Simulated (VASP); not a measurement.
# Al (P6_3/mmc) in VASP: single point with HSE06

Aim: the single point of Al with HSE06.

Everything below comes from runs of VASP 6.6.1. Logs are shortened: lines on timing, memory, paths and dates and some standing lists are left out, and cuts for length are marked.

**1. Starting point**

It takes space group P6_3/mmc (No. 194, hexagonal). Conventional cell: a = 2.851 Å, b = 2.851 Å, c = 4.639 Å, α = 90.00°, β = 90.00°, γ = 120.00°. Around Al (site symmetry -6m2) lie 12 Al at 2.84 to 2.85 Å.

This isn't the form of Al at room conditions, which is fcc.

**2. Single point, HSE06**

POSCAR

```
Al
1.0
    2.8511200000      0.0000000000      0.0000000000
   -1.4255600000      2.4691400000      0.0000000000
    0.0000000000      0.0000000000      4.6393600000
Al
2
Direct
    0.3333300000      0.6666700000      0.2500000000
    0.6666700000      0.3333300000      0.7500000000
```

INCAR.step1

```
SYSTEM = Al
PREC = Accurate
ENCUT = 520
EDIFF = 1E-5
ISMEAR = 0
SIGMA = 0.1
LREAL = .False.
LASPH = .True.
NELM = 100
ALGO = Normal
ISIF = 2
LWAVE = .True.
NBANDS = 10
GGA = PE
```

INCAR.step2

```
SYSTEM = Al
PREC = Accurate
ENCUT = 520
EDIFF = 1E-7
ISMEAR = 0
SIGMA = 0.1
LREAL = .False.
LASPH = .True.
NELM = 100
ALGO = Normal
ISIF = 2
LWAVE = .False.
LCHARG = .True.
GGA = PE
LHFCALC = .True.
HFSCREEN = 0.2
PRECFOCK = Fast
LELF = .True.
LVHAR = .True.
NBANDS = 10
ISTART = 1
```

KPOINTS

```
Automatic mesh
0
Gamma
  9 9 4
  0 0 0
```

Potentials or basis: VASP PAW PBE potentials, release 64 (Al).

Started as:

```
$ cat potpaw_PBE.64/Al/POTCAR > POTCAR
$ cp INCAR.step1 INCAR
$ mpirun -np 1 vasp_std > vasp.out
$ cp INCAR.step2 INCAR
$ mpirun -np 1 vasp_std > vasp.out
```

OUTCAR:

```text
SYSTEM = Al
   PREC = Accurate
   ENCUT = 520
   EDIFF = 1E-7
   ISMEAR = 0
   LREAL = .False.
   LASPH = .True.
   NELM = 100
   ISIF = 2
   GGA = PE
   LHFCALC = .True.
   HFSCREEN = 0.2
   PRECFOCK = Fast
   ISTART = 1

 ion  position               nearest neighbor table
   1  0.333  0.667  0.250-   2 2.84   2 2.84   2 2.84   2 2.84   2 2.84   2 2.84
   2  0.667  0.333  0.750-   1 2.84   1 2.84   1 2.84   1 2.84   1 2.84   1 2.84

  LATTYP: Found a hexagonal cell.
 ALAT       =     2.8511200000
 C/A-ratio  =     1.6272061506

  Lattice vectors:

 A1 = (   2.8511200000,   0.0000000000,   0.0000000000)
 A2 = (  -1.4255600000,   2.4691400000,   0.0000000000)
 A3 = (   0.0000000000,   0.0000000000,   4.6393600000)

Analysis of symmetry for initial positions (statically):
=====================================================================
 Subroutine PRICEL returns:
 Original cell was already a primitive cell.

 Routine SETGRP: Setting up the symmetry group for a
 hexagonal supercell.

 Subroutine GETGRP returns: Found  8 space group operations
 (whereof  4 operations were pure point group operations)
 out of a pool of 24 trial point group operations.

The static configuration has the point symmetry C_2h.
 The point group associated with its full space group is D_2h.

Analysis of symmetry for dynamics (positions and initial velocities):
=====================================================================
 Subroutine PRICEL returns:
 Original cell was already a primitive cell.

 Routine SETGRP: Setting up the symmetry group for a
 hexagonal supercell.

 Subroutine GETGRP returns: Found  8 space group operations
 (whereof  4 operations were pure point group operations)
 out of a pool of 24 trial point group operations.

The dynamic configuration has the point symmetry C_2h.
 The point group associated with its full space group is D_2h.

 Subroutine INISYM returns: Found  8 space group operations
 (whereof  4 operations are pure point group operations),
 and found     1 'primitive' translations

----------------------------------------------------------------------------------------

                                     Primitive cell

  volume of cell :      32.6602

  direct lattice vectors                    reciprocal lattice vectors
     2.851120000  0.000000000  0.000000000     0.350739359  0.202499656  0.000000000
    -1.425560000  2.469140000  0.000000000     0.000000000  0.404999312  0.000000000
     0.000000000  0.000000000  4.639360000     0.000000000  0.000000000  0.215546972

  length of vectors
     2.851120000  2.851117966  4.639360000     0.404999023  0.404999312  0.215546972

  position of ions in fractional coordinates (direct lattice)
     0.333330000  0.666670000  0.250000000
     0.666670000  0.333330000  0.750000000

  ion indices of the primitive-cell ions
   primitive index   ion index
                 1           1
                 2           2

----------------------------------------------------------------------------------------

 KPOINTS: Automatic mesh

Automatic generation of k-mesh.
 Grid dimensions read from file:
 generate k-points for:    9    9    4

 Generating k-lattice:

  Cartesian coordinates                     Fractional coordinates (reciprocal lattice)
     0.038971040  0.022499962  0.000000000     0.111111111  0.000000000  0.000000000
     0.000000000  0.044999924  0.000000000     0.000000000  0.111111111  0.000000000
     0.000000000  0.000000000  0.053886743     0.000000000  0.000000000  0.250000000

  Length of vectors
     0.044999891  0.044999924  0.053886743

  Shift w.r.t. Gamma in fractional coordinates (k-lattice)
     0.000000000  0.000000000  0.000000000

 Subroutine IBZKPT returns following result:
 ===========================================

 Found     75 irreducible k-points:

 Following reciprocal coordinates:
            Coordinates               Weight
  0.000000  0.000000  0.000000      1.000000
  0.111111 -0.000000  0.000000      4.000000
 -0.111111  0.111111  0.000000      2.000000
  0.222222  0.000000  0.000000      4.000000
 -0.222222  0.222222  0.000000      2.000000
  0.333333  0.000000  0.000000      4.000000
[... 16 lines left out ...]
 -0.222222 -0.444444  0.000000      4.000000
  0.444444  0.333333  0.000000      4.000000
 [... further k-points ...]
   k-points           NKPTS =     75   k-points in BZ     NKDIM =    324   number of bands    NBANDS=     10
   number of dos      NEDOS =    301   number of ions     NIONS =      2
   total plane-waves  NPLWV =  20736
   dimension x,y,z NGX =    24 NGY =   24 NGZ =   36
   dimension x,y,z NGXF=    48 NGYF=   48 NGZF=   72
   ions per type =               2
   NGX,Y,Z   is equivalent  to a cutoff of  13.99, 13.99, 12.90 a.u.
   NGXF,Y,Z  is equivalent  to a cutoff of  27.99, 27.99, 25.80 a.u.
 SYSTEM =  Al
   PREC   = accura    normal or accurate (medium, high low for compatibility)
   ISTART =      1    job   : 0-new  1-cont  2-samecut
   ICHARG =      0    charge: 1-file 2-atom 10-const
   ISPIN  =      1    spin polarized calculation?
   LNONCOLLINEAR =      F non collinear calculations
   LSORBIT =      F    spin-orbit coupling
   LASPH  =      T    aspherical Exc in radial PAW
   ENCUT  =  520.0 eV  38.22 Ry    6.18 a.u.   5.30  5.30  8.63*2*pi/ulx,y,z
   NELM   =    100;   NELMIN=  2; NELMDL=  0     # of ELM steps
   EDIFF  = 0.1E-06   stopping-criterion for ELM
   LREAL  =      F    real-space projection
   EDIFFG = 0.1E-05   stopping-criterion for IOM
   NSW    =      0    number of steps for IOM
   IBRION =     -1    ionic relax: 0-MD 1-quasi-New 2-CG
   NFREE  =      0    steps in history (QN), initial steepest desc. (CG)
   ISIF   =      2    stress and relaxation
   ISYM   =      3    0-nonsym 1-usesym 2-fastsym
   POTIM  = 0.5000    time-step for ionic-motion
   TEBEG  =    0.0;   TEEND  =   0.0 temperature during run
   PSTRESS=    0.0 pullay stress
   NELECT =       6.0000    total number of electrons
   NUPDOWN=      -1.0000    fix difference up-down
   EMIN   =  10.00;   EMAX   =-10.00  energy-range for DOS
   EFERMI =   0.00;   METHOD = LEGACY
   ISMEAR =     0;   SIGMA  =   0.10  broadening in eV -4-tet -1-fermi 0-gaus
   EFERMI_NEDOS =   21; number of points for ismear=-14 and -15
   IALGO  =     38    algorithm
   IMIX   =      1    mixing-type and parameters
     AMIX     =   0.40;   BMIX     =  1.00
     AMIX_MAG =   1.60;   BMIX_MAG =  1.00
  volume/ion in A,a.u.               =      16.33       110.20
  Fermi-wavevector in a.u.,A,eV,Ry     =   0.930648  1.758670 11.784085  0.866106
  Thomas-Fermi vector in A             =   2.057058
   LORBIT       =      0    0 simple, 1 ext, 2 COOP (PROOUT), +10 PAW based schemes
   GGA     = PE    functional components
   LHFCALC =     T    Hartree Fock is set to
   PRECFOCK=fast      Normal, Fast or Accurate (Low or Medium for compatibility)
   ENCUT4O =  -1.0   cutoff for four orbital integrals eV
   NKREDX  =     1    reduce k-point grid by
   NKREDY  =     1    reduce k-point grid by
   NKREDZ  =     1    reduce k-point grid by
   AEXX    =    0.2500 exact exchange contribution
   HFSCREEN=    0.2000 screening length (either q_TF or 0.3 A-1)
   HFSCREENC=   0.2000 screening length for correlation (either q_TF or 0.3 A-1)
   ENCUTFOCK=  -1.0 apply spherical cutoff to Coloumb kernel
   IVDW    =     0    specifies the selected vdW correction
   LEPSILON=     F    determine dielectric tensor
   LRPA    =     F    only Hartree local field effects (RPA)
 non-spin polarized calculation
 Gauss-broadening in eV      SIGMA  =   0.10
  energy-cutoff  :      520.00
  volume of cell :       32.66
 maximum number of plane-waves:       894
 NGX is ok and might be reduce to    24
  NGX = 12; NGY = 12; NGZ = 20

 number of electron       6.0000000 magnetization

 Free energy of the ion-electron system (eV)
  ---------------------------------------------------
  ext. energy  EPLUGINS =         0.00000000
  ---------------------------------------------------
  free energy    TOTEN  =        -8.11500778 eV

  energy without entropy =       -8.11310766  energy(sigma->0) =       -8.11405772

 E-fermi :   8.0665     XC(G=0):  -8.4285

 val. band max:        7.9302576563   @ k =   0.3333   0.2222   0.2500
 cond. band min:       8.1436175471   @ k =  -0.1111   0.2222   0.2500
 fundamental gap:      0.2133598908
 Fermi energy:         8.0665498595

 k-point     1 :       0.0000    0.0000    0.0000
  band No.  band energies     occupation
      1      -4.6959      2.00000
      2       2.8094      2.00000
      3       3.1458      2.00000
      4      19.6826      0.00000
      5      19.6826      0.00000
      6      20.0900      0.00000
      7      20.0900      0.00000
      8      21.3465      0.00000
      9      23.2233      0.00000
     10      23.7905      0.00000

 k-point     2 :       0.1111   -0.0000    0.0000
  band No.  band energies     occupation
      1      -4.3610      2.00000
      2       3.1338      2.00000
      3       3.4858      2.00000
      4      15.8290      0.00000
      5      17.7070      0.00000
      6      19.1204      0.00000
      7      21.9203      0.00000
      8      22.0361      0.00000
      9      22.5597      0.00000
     10      23.2428      0.00000

 k-point     3 :      -0.1111    0.1111    0.0000
  band No.  band energies     occupation
      1      -4.3610      2.00000
      2       3.1338      2.00000
      3       3.4858      2.00000
      4      15.8290      0.00000
      5      17.7070      0.00000
      6      19.1204      0.00000
      7      21.9203      0.00000
      8      22.0362      0.00000
      9      22.5597      0.00000
     10      23.2428      0.00000
[... 248 lines left out ...]
 k-point    23 :      -0.2222   -0.4444    0.0000
  band No.  band energies     occupation
      1       1.6228      2.00000
      2       4.5568      2.00000
      3       7.3476      2.00000
      4       8.8214      0.00000
      5       9.6916      0.00000
      6      11.7269      0.00000
      7      12.6152      0.00000
      8      14.7490      0.00000
      9      15.2847      0.00000
     10      23.5990      0.00000

 k-point    24 :       0.4444    0.3333    0.0000
  band No.  band energies     occupation
      1       1.6227      2.00000
      2       4.5568      2.00000
      3       7.3476      2.00000
      4       8.8214      0.00000
      5       9.6916      0.00000
      6      11.7269      0.00000
      7      12.6152      0.00000
      8      14.7490      0.00000
      9      15.2847      0.00000
     10      23.5990      0.00000

 [... further k-points ...]

------------------------ aborting loop because EDIFF is reached ----------------------------------------

  FORCE on cell =-STRESS in cart. coord.  units (eV):
  Direction    XX          YY          ZZ          XY          YZ          ZX
  --------------------------------------------------------------------------------------
  -------------------------------------------------------------------------------------
  Total        0.3550691      0.3545441     -0.2534950     -0.0004541     -0.0000000     -0.0000000
  in kB       17.4182359     17.3924811    -12.4354248     -0.0222757     -0.0000000     -0.0000000
  external PRESSURE =       7.4584307 kB  Pullay stress =       0.0000000 kB

 VOLUME and BASIS-vectors are now :
 -----------------------------------------------------------------------------
  energy-cutoff  :      520.00
  volume of cell :       32.66
      direct lattice vectors                 reciprocal lattice vectors
     2.851120000  0.000000000  0.000000000     0.350739359  0.202499656  0.000000000
    -1.425560000  2.469140000  0.000000000     0.000000000  0.404999312  0.000000000
     0.000000000  0.000000000  4.639360000     0.000000000  0.000000000  0.215546972

 POSITION                                       TOTAL-FORCE (eV/Angst)
 -----------------------------------------------------------------------------------
     -0.00001      1.64610      1.15984         0.000034     -0.000020     -0.000000
      1.42557      0.82304      3.47952        -0.000034      0.000020      0.000000
 -----------------------------------------------------------------------------------
    total drift:                                0.000000     -0.000000     -0.000000

  FREE ENERGIE OF THE ION-ELECTRON SYSTEM (eV)
  ---------------------------------------------------
  free  energy   TOTEN  =        -8.1150077751 eV

  energy  without entropy=       -8.1131076620  energy(sigma->0) =       -8.11405772
```

It took 7.3 min on 1 thread of Intel Xeon 6975P-C (Granite Rapids), shared host; peak memory 0.27 GiB.

What came out:

- Free energy: -8.1150 eV
- Pressure: 0.7 GPa
- Band gap on the k mesh: none (metal or under the smearing width)

Levels at points of the mesh, in eV from the Fermi level:
```
           k point  band 1  band 2  band 3  band 4  band 5  band 6  band 7  band 8
(0.00, 0.00, 0.00)  -12.76   -5.26   -4.92   11.62   11.62   12.02   12.02   13.28
(0.00, 0.00, 0.50)  -10.84  -10.84    4.03    4.03   12.93   12.93   12.93   12.93
```

Caveat: the PAW data sets were made with another functional, which shifts forces and pressure a little.
